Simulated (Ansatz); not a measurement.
ZrB₂: the change of energy above given cell and pressure with volume ratio

All results are calculated (Ansatz 0.2.0). Plane-wave density functional theory, PAW datasets, Gaussian smearing 0.05 eV: equation of state, the given cell scaled in volume with shape and atoms relaxed at each volume.

The cell before it is scaled or strained (space group P6/mmm, No. 191):
```
CELL_PARAMETERS angstrom
3.17100 0.00000 0.00000
-1.58550 2.74610 0.00000
0.00000 0.00000 3.54280
ATOMIC_POSITIONS crystal
Zr 0.00000 0.00000 0.00000
B 0.33330 0.66670 0.50000
B 0.66670 0.33330 0.50000
```

Settings of every row: paw set soft_2; functional PBE; spin treatment none; moment partition spheres; spin axis none; wave cutoff 420 eV; k mesh 12x12x10; symmetry use detected.

Atom hubbard u: 0 on all atoms.

```
row  volume ratio  V (Å³/atom)  energy above given cell (meV per atom)  pressure (GPa)
  1         0.945        9.718                                   25.28          15.021
  2          0.96        9.872                                   13.02          10.502
  3          0.98       10.078                                    3.14           4.979
  4             1       10.283                                       0          -0.019
  5          1.02       10.489                                    2.98          -4.544
  6          1.04       10.695                                   11.48          -8.645
  7          1.07       11.003                                   33.49         -14.084
  8           1.1       11.312                                       ?               ?
```

Question: what energy above given cell and pressure should row 8 give?

Worked fit of energy above given cell. Take u = (V_r/V)^(2/3) − 1 with V_r = 10.283 Å³ an atom, which is twice the finite (Eulerian) strain; such expansions in the strain, on which the Birch-Murnaghan equation of state is built, carry the rest volume and the bulk modulus. The shown rows have u = 0.03839, 0.02757, 0.01352, 0, -0.01314, -0.02585, -0.04411. Least squares give energy above given cell = −0.004 − 1.05 × u + 17184.6 × u² meV per atom; a straight line predicts inner rows, each left out in turn, worse (root mean square 10 against 0.02 meV per atom). The rows lie off it by 0.00, -0.01, 0.02, 0.00, 0.00, -0.03, 0.01. Its lowest point lies at u = 0.0000, or V = 10.28 Å³ an atom, and the curvature there gives the bulk modulus with shape and atoms relaxed, B = (4/9)(1 + u)² E″(u)/V = 238 GPa. The withheld row has u = -0.0616, so the fit gives −0.004 − 1.05 × (-0.0616) + 17184.6 × (-0.0616)² = 65.27 meV per atom.

The calculation gave 65.22 meV per atom. The fit lies 0.05 meV per atom (0.077 % of the column's range) above it; its largest miss of a shown row is 0.03 meV per atom. This row lies beyond the range of the fit.

Worked fit of pressure. Take u = (V_r/V)^(2/3) − 1 with V_r = 10.283 Å³ an atom, which is twice the finite (Eulerian) strain; such expansions in the strain, on which the Birch-Murnaghan equation of state is built, carry the rest volume and the bulk modulus. The shown rows have u = 0.03839, 0.02757, 0.01352, 0, -0.01314, -0.02585, -0.04411. Least squares give pressure = −0.0113 + 356.428 × u + 884.06 × u² + 813.1 × u³ GPa; a parabola predicts inner rows, each left out in turn, worse (root mean square 0.017 against 0.0092 GPa). The rows lie off it by 0.000, -0.002, 0.008, -0.008, 0.000, 0.003, -0.001 (root mean square 0.0045 GPa). The pressure vanishes at u = 0.0000, or V = 10.28 Å³ an atom, and there the bulk modulus with shape and atoms relaxed is B = −V dP/dV = (2/3)(1 + u) dP/du = 238 GPa. The withheld row has u = -0.0616, so the fit gives −0.0113 + 356.428 × (-0.0616) + 884.06 × (-0.0616)² + 813.1 × (-0.0616)³ = -18.803 GPa.

The calculation gave -18.768 GPa. The fit lies 0.035 GPa (0.1 % of the column's range) below it; its largest miss of a shown row is 0.008 GPa. This row lies beyond the range of the fit.
